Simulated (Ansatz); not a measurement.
**How SiO$_{2}$ answers to pressure**

```xyz
6
Lattice="-2.3740 2.3740 3.7440 2.3740 -2.3740 3.7440 2.3740 2.3740 -3.7440" Properties=species:S:1:pos:R:3 pbc="T T T"
Si    0.0000    0.0000    0.0000
Si    0.0000    2.3740    1.8720
O     1.1870    2.9599    2.8080
O     0.5858    1.1870    0.9360
O    -1.1870    1.7882    2.8080
O    -0.5858    3.5611    0.9360
```

The cell is COD entry 9006285, as deposited and not checked against the literature; nothing was relaxed.

All numbers below come from DFT, PBE, all-electron LAPW, scalar-relativistic (Ansatz 0.2.0).

Settings: a Γ-centred 7×7×7 k mesh, Fermi–Dirac smearing of 0.03 eV, basis error target 1 meV/atom, no spin polarisation.

The cell is scaled evenly with fractional coordinates held. Semilocal gaps are too small, but their slopes carry over better.

```csv
V/V(cell),P (GPa),gap on the k mesh (eV)
0.9600,11.25,6.320
0.9800,7.19,6.186
0.9900,5.30,6.119
1.0000,3.51,6.051
1.0100,1.81,5.982
1.0200,0.19,5.913
1.0400,-2.82,5.774
1.0600,-5.54,5.633
```

**Question.** From the rows at 0.9900 and 1.0100, what is the bulk modulus at the cell's volume?

**Answer.** B = −ΔP/Δln V = −[(1.81) − (5.30)]/0.02000 = 174.5 GPa.

**Question.** What are the gap's volume deformation potential and pressure coefficient?

**Answer.** dEg/dln V = (5.982 − 6.119)/0.02000 = -6.85 eV, and dEg/dP = −(dEg/dln V)/B = 39 meV/GPa: pressure widens the gap.

**Question.** Predict the row at V/V(cell) = 0.9400. How far is a linear estimate of P off?

**Answer.** P = 15.75 GPa, gap 6.452 eV. The linear estimate P(cell) − B ln(V/V(cell)) = 14.31 GPa misses by 1.44 GPa, since the modulus grows under compression.
